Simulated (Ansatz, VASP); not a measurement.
## Two plane-wave programs on Ge

File INCAR:

```
PREC = Accurate
ENCUT = 520
EDIFF = 1E-6
ISMEAR = 0
SIGMA = 0.02
LREAL = F
LASPH = T
NELM = 60
ALGO = Normal
ISIF = 2
LWAVE = F
LCHARG = F
GGA = PS
NBANDS = 21
```

Contents of KPOINTS:

```
regular mesh
0
Gamma
  12 12 12
```

File POSCAR:

```
Ge
1.0
    0.0000000000      2.8662279534      2.8662279534
    2.8662279534      0.0000000000      2.8662279534
    2.8662279534      2.8662279534      0.0000000000
Ge
2
Direct
    0.0000000000      0.0000000000      0.0000000000
    0.2500000000      0.2500000000      0.2500000000
```

Input for Ansatz:

```yaml
crystal:
  lattice:
    - [0.0, 2.8662279534, 2.8662279534]
    - [2.8662279534, 0.0, 2.8662279534]
    - [2.8662279534, 2.8662279534, 0.0]
  atoms:
    - { symbol: Ge, position: [0.0, 0.0, 0.0] }
    - { symbol: Ge, position: [0.25, 0.25, 0.25] }
scf:
  occupations: { method: gaussian, width: 0.02 }
output:
  forces: true
  stress: true
  eigenvalues: true
  write_density: true
  write_potential: true
  elf: true
  volumetric_format: npy
hamiltonian:
  xc: pbesol
basis:
  ecutwfc: 500
kpoints:
  mp_grid: { grid: [12, 12, 12] }
```

Alike in both runs: task single point; functional PBEsol; k mesh 12 × 12 × 12; occupations gaussian, width 0.02 eV; no spin polarisation.

```csv
,VASP,Ansatz
version,VASP 6.6.1,Ansatz 0.2.0
potentials or method,"VASP PAW PBE potentials, release 64 (Ge_d)","scalar-relativistic, plane waves, PAW"
plane-wave cutoff (eV),520,500
valence electrons in the cell,28,28
```

|  | VASP | Ansatz | Ansatz less VASP |
| --- | --- | --- | --- |
| gap on the k mesh at the Fermi level (eV) | none | none | - |
| pressure (GPa) | -2.3 | -1.9 | +0.42 |

A gap of «none» marks a metal or a gap that the smearing closes. The functional is the same, so the differences come from potentials, cutoffs and numerics.

Caveats: the PAW data sets were made with another functional, which shifts forces and pressure a little (VASP).
